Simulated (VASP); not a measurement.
**Ca: relaxation of cell and atoms with PBEsol**

Crystal: Ca.

```
CELL_PARAMETERS angstrom
-2.24000 2.24000 2.24000
2.24000 -2.24000 2.24000
2.24000 2.24000 -2.24000
ATOMIC_POSITIONS crystal
Ca 0.00000 0.00000 0.00000
```

This isn't the form of Ca at room conditions, which is fcc.

* Program: VASP 6.6.1
* Task: relaxation of cell and atoms
* Functional: PBEsol
* Potentials or basis: VASP PAW PBE potentials, release 64 (Ca_sv)
* Cutoff: 600 eV
* k mesh: 8 × 8 × 8
* Occupations: fermi-dirac, width 0.05 eV
* Spin: no spin polarisation
* Target pressure: 2 GPa
* Further INCAR settings: ALGO = Normal; EDIFF = 1e-07; IBRION = 2; EDIFFG = -0.01; NSW = 40; ISIF = 3
* Target pressure: 2 GPa

| Property | Result |
| --- | --- |
| Relaxed volume | 36.46 Å³/atom |
| Relaxed cell | a = 3.618 Å, b = 3.618 Å, c = 3.618 Å, α = 109.47°, β = 109.47°, γ = 109.47° |
| Space group after relaxing (to 0.05 Å) | Im-3m (No. 229) |
| Energy change on relaxing (the enthalpy is what falls) | +0.6 meV/atom |
| Ionic steps | 4 |
| Pressure after relaxing | 2.0 GPa |
| Band gap on the k mesh | none (metal or under the smearing width) |

Step by step:
```csv
step,energy change (eV),largest force (eV/Å),pressure (GPa),volume (Å³)
1,0.0000,0.0000,-1.52,44.96
2,-0.0191,0.0000,0.71,38.84
3,-0.0021,0.0000,1.87,36.68
4,0.0006,0.0000,2.01,36.46
```

Final structure:
```
CELL_PARAMETERS angstrom
-2.08893 2.08893 2.08893
2.08893 -2.08893 2.08893
2.08893 2.08893 -2.08893
ATOMIC_POSITIONS crystal
Ca 0.00000 0.00000 0.00000
```

Levels at points of the mesh, in eV from the Fermi level:
```tsv
k point	band 3	band 4	band 5	band 6	band 7	band 8
(0.00, 0.00, 0.00)	-22.45	-22.45	-4.30	2.53	2.53	2.53
(0.50, 0.00, 0.00)	-22.53	-22.45	-0.98	0.18	1.39	3.69
(0.50, 0.50, 0.50)	-22.62	-22.62	-0.11	-0.11	4.58	4.58
```

Run time: 19 s on 1 thread of Intel(R) Xeon(R) 6975P-C (Granite Rapids) (shared host), peak memory 0.19 GiB.

Caveat: the cell is relaxed towards a set pressure, so the enthalpy falls and the energy may rise; the volume moved by over 15 % at a fixed basis, so the end points are rough; the PAW data sets were made with another functional, which shifts forces and pressure a little.
